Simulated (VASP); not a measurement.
Runs of VASP 6.6.1 on C. Symmetry: P6_3/mmc, No. 194, hexagonal system. The conventional cell has a = 2.467 Å, b = 2.467 Å, c = 7.803 Å, α = 90.00°, β = 90.00°, γ = 120.00°. Around C (site symmetry -6m2) lie 3 C at 1.42 Å. Around C (site symmetry -6m2) lie 3 C at 1.42 Å. 

```tsv
level	potentials or basis	gap on the mesh (eV)	pressure (GPa)	relaxed volume (Å³/atom)
PBE+D3(BJ)	VASP PAW PBE potentials, release 64 (C)	none	0.1	8.80
rev-vdW-DF2	VASP PAW PBE potentials, release 64 (C)	none	0.1	8.61
PBEsol	VASP PAW PBE potentials, release 64 (C)	none	0.0	9.17
LDA	VASP PAW LDA potentials, release 64 (C)	none	0.0	(a)
RPBE	VASP PAW PBE potentials, release 64 (C)	none	0.0	12.00
r2SCAN+rVV10	VASP PAW PBE potentials, release 64 (C)	none	0.0	(b)
PBE	VASP PAW PBE potentials, release 64 (C)	none	0.1	10.28
```

Alike in all rows: task relaxation of cell and atoms; no spin polarisation; cell relaxed; k mesh 12 × 12 × 4; cutoff (eV) 600; smearing gaussian 0.03 eV.

Task: Fill in the values left out.

Result: (a) 8.54; (b) 8.63.

Caveats: the volume moved by over 15 % at a fixed basis, so the end points are rough (some runs); the PAW data sets were made with another functional, which shifts forces and pressure a little (some runs); this functional lacks dispersion, which binds the layers, so the pressure and a relaxed spacing across them are unreliable (some runs); this functional lacks dispersion, which binds the layers, so the pressure and a relaxed spacing across them are unreliable, and here the layers came unbound (some runs).

A k mesh can miss the band edges.

A gap of «none» marks a metal or a gap under the smearing width.

Not every run made on this cell is shown here.
